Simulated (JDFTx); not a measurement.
Runs of JDFTx 1.7.0 (patched build) on Ta. The structure is cubic, space group Im-3m (No. 229). The conventional cell has a = 3.303 Å, b = 3.303 Å, c = 3.303 Å, α = 90.00°, β = 90.00°, γ = 90.00°. Ta (site symmetry m-3m) has 8 Ta at 2.86 Å as nearest neighbours. 

| task | level | potentials or basis | cell | k mesh | cutoff (eV) | further solve for the empty bands | V0 of scaled cells (Å³/atom) | B0 (GPa) |
| --- | --- | --- | --- | --- | --- | --- | --- | --- |
| equation of state | r2SCAN | SG15-PBE-1.2 with smoothed tails | as given | 9 × 9 × 9 | 1088 | - | 17.09 | 185 |
| equation of state | RPBE | PseudoDojo-SR-PBE-0.5-standard with smoothed tails | as given | 11 × 11 × 11 | 789 | - | (a) | 185 |
| equation of state | LDA | PseudoDojo-SR-LDA-0.4.1-standard with smoothed tails | as given | 11 × 11 × 11 | 789 | - | 17.09 | 229 |
| equation of state | PBEsol | PseudoDojo-SR-PBEsol-0.4.1-standard with smoothed tails | as given | 11 × 11 × 11 | 789 | - | 17.64 | 212 |

Alike in all rows: no spin polarisation; smearing fermi-dirac 0.05 eV.

Question: Estimate the missing entries.

Answer: (a) 18.57.

Caveats: the potentials were made for another functional, which shifts forces and pressure (some runs).
